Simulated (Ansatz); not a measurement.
Runs of Ansatz 0.2.0 on Mn. The structure is hexagonal, space group P6_3/mmc (No. 194). The conventional cell has a = 2.484 Å, b = 2.484 Å, c = 4.026 Å, α = 90.00°, β = 90.00°, γ = 120.00°. Around Mn (site symmetry -6m2) lie 12 Mn at 2.47 to 2.48 Å. This isn't the form of Mn at room conditions, which is a 58-atom cubic cell.

```tsv
task	level	cutoff (eV)	points for each segment of the path	gap on the mesh (eV)	pressure (GPa)	moment (μB)
band structure	HSE03	420	4	none	80.4	7.02
band structure	HSEsol	420	4	none	-25.3	(a)
single point	r2SCAN50	500	-	none	63.8	4.15
single point	r2SCANh	500	-	none	65.8	6.47
```

Alike in all rows: potentials or basis Ansatz PAW; spin collinear, ferromagnetic start; cell as given; k mesh 6 × 6 × 4; smearing fermi-dirac 0.05 eV; the mesh is coarse, so values aren't converged.

**Question.** Fill in the values left out.

**Answer.** (a) 0.10.

Caveats: all runs use coarse meshes; the magnetic or orbital state may not be the lowest; the PAW data sets come from PBE, with cores solved anew for the run's functional, which leaves a small shift of forces and pressure; the thresholds are loose for stress; a pressure of tens of GPa on the cell as given is suspect, and the run, the potentials or the cell itself is likely at fault (some runs); so large a pressure means that the cell lies far from this level's equilibrium, or that cutoff or potentials fall short (some runs); the moment fell far below its start of 4 μB, so a state of higher moment may lie lower in energy (some runs); the starting moments weren't kept (some runs).

A gap of «none» marks a metal or a gap under the smearing width.
